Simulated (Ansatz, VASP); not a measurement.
## Pt in VASP and in Ansatz

```xyz
2
Lattice="2.6689 0.0000 0.0000 -1.3344 2.3113 0.0000 0.0000 0.0000 4.2227" Properties=species:S:1:pos:R:3 pbc="T T T"
Pt    0.0000    1.5409    1.0557
Pt    1.3344    0.7704    3.1670
```

Alike in both runs: task single point; functional PBE; k mesh 9 × 9 × 4; occupations gaussian, width 0.1 eV; no spin polarisation.

|  | VASP | Ansatz |
| --- | --- | --- |
| version | VASP 6.6.1 | Ansatz 0.2.0 |
| potentials or method | VASP PAW PBE potentials, release 64 (Pt) | scalar-relativistic, plane waves, PAW |
| plane-wave cutoff (eV) | 520 | 420 |
| valence electrons in the cell | 20 | 36 |

Ansatz gave:

* gap on the k mesh at the Fermi level (eV): none
* pressure (GPa): 78.1
* largest component of the traceless stress (GPa): 12.53

**Question.** Which values does VASP return?

**Answer.** gap on the k mesh at the Fermi level (eV): none; pressure (GPa): 77.6; largest component of the traceless stress (GPa): 12.52.

A gap of «none» marks a metal or a gap that the smearing closes. With one functional, cell and mesh, what is left measures potentials, basis and numerics. The two sets of potentials don't hold the same shells in valence.

Caveats: the k mesh is coarse (spacing up to 0.37 Å⁻¹), so the values aren't converged; the cell as given lies far from equilibrium; so large a pressure means that the cell lies far from this level's equilibrium, or that cutoff or potentials fall short (VASP). The runs have no spin-orbit coupling, so splittings on Pt are missing.
